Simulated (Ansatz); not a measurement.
CoO:

```
CELL_PARAMETERS angstrom
-1.50800 1.50800 2.10725
1.50800 -1.50800 2.10725
1.50800 1.50800 -2.10725
ATOMIC_POSITIONS crystal
Co 0.00000 0.00000 0.00000
O 0.50000 0.50000 0.00000
```

* Program: Ansatz 0.2.0
* Task: single point
* Functional: PBE
* Potentials or basis: Ansatz PAW
* Cutoff: 420 eV (not typed: the program's choice for these potentials)
* k mesh: 12 × 12 × 12
* Occupations: fermi-dirac, width 0.05 eV
* Spin: collinear spin, ferromagnetic start
* Starting moments: [2.0, 0.0] μB

On this cell: pressure 0.0 GPa; largest force under 0.003 eV/Å; net moment 2.92 μB per cell; site moments Co +2.48; O +0.32 μB; band gap on the k mesh none (metal or under the smearing width).

The same run follows on a disturbed copy (atoms moved at random, drawn with an rms of 0.05 Å):

```
CELL_PARAMETERS angstrom
-1.50800 1.50800 2.10725
1.50800 -1.50800 2.10725
1.50800 1.50800 -2.10725
ATOMIC_POSITIONS crystal
Co 0.99472 0.00494 0.01533
O 0.51463 0.49959 0.00496
```

What changes?

The energy (extrapolated to zero smearing) moves by +2.1 meV/atom; pressure 0.5 GPa; largest force 0.120 eV/Å; net moment 2.92 μB per cell; site moments Co +2.46; O +0.32 μB; band gap on the k mesh none (metal or under the smearing width).

Forces in eV/Å, atoms in the order of the input:
```
Co  -0.054  0.027  0.104
O    0.054 -0.027 -0.104
```

Stress tensor (GPa, compression positive):
```
 0.21 -0.36  0.32
-0.36  0.44 -0.14
 0.32 -0.14  0.89
```

Caveats: a cell with one magnetic atom can't hold antiferromagnetic order, which such compounds often take; semilocal functionals often make such compounds metallic where correlation or magnetic order opens a gap, which also shifts bond lengths.
